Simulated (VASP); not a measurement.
Input of a VASP 6.6.1 run:

The input INCAR:

```
SYSTEM = CsSnBr3
PREC = Accurate
ENCUT = 600
EDIFF = 1E-7
ISMEAR = 0
SIGMA = 0.03
LREAL = .FALSE.
LASPH = .TRUE.
NELM = 80
ALGO = Normal
ISIF = 3
LWAVE = .FALSE.
LCHARG = .FALSE.
GGA = PE
IVDW = 12
IBRION = 2
NSW = 90
EDIFFG = -0.005
```

The input KPOINTS:

```
regular mesh
0
G
  6 6 6
  0 0 0
```

File POSCAR:

```
CsSnBr3                                 
1.0
    5.8157722473      0.0000000000     -0.0000000000
    0.0000000000      5.8157722473     -0.0000000000
    0.0000000000      0.0000000000      5.8157722473
  Cs              Sn              Br            
     1     1     3
Direct
     0.0000000000000000    0.0000000000000000    0.0000000000000000
     0.5000000000000000    0.5000000000000000    0.5000000000000000
     0.5000000000000000    0.0000000000000000    0.5000000000000000
     0.5000000000000000    0.5000000000000000    0.0000000000000000
     0.0000000000000000    0.5000000000000000    0.5000000000000000
```

Potentials or basis: VASP PAW PBE potentials, release 64 (Cs_sv, Sn_d, Br).

Command:

```console
$ cat potpaw_PBE.64/Cs_sv/POTCAR potpaw_PBE.64/Sn_d/POTCAR potpaw_PBE.64/Br/POTCAR > POTCAR
$ mpirun -np 1 vasp_std > vasp.out
```

Problem. Estimate the band gap on the k mesh.

Solution. 0.44 eV, direct.

Problem. Predict the dispersion energy per atom.

Solution. -0.218 eV.

Final structure:
```cif
data_structure
_symmetry_space_group_name_H-M 'P 1'
_symmetry_Int_Tables_number 1
_cell_length_a 5.8158
_cell_length_b 5.8158
_cell_length_c 5.8158
_cell_angle_alpha 90.000
_cell_angle_beta 90.000
_cell_angle_gamma 90.000
_cell_volume 196.71
loop_
_atom_site_label
_atom_site_type_symbol
_atom_site_fract_x
_atom_site_fract_y
_atom_site_fract_z
_atom_site_occupancy
Cs1 Cs 0.00000 0.00000 0.00000 1
Sn1 Sn 0.50000 0.50000 0.50000 1
Br1 Br 0.50000 0.00000 0.50000 1
Br2 Br 0.50000 0.50000 0.00000 1
Br3 Br 0.00000 0.50000 0.50000 1
```

Caveat: the relaxation stopped at its first step, so nothing moved; spin-orbit coupling is left out, which moves the levels of the heavy elements. A k mesh can miss the band edges.
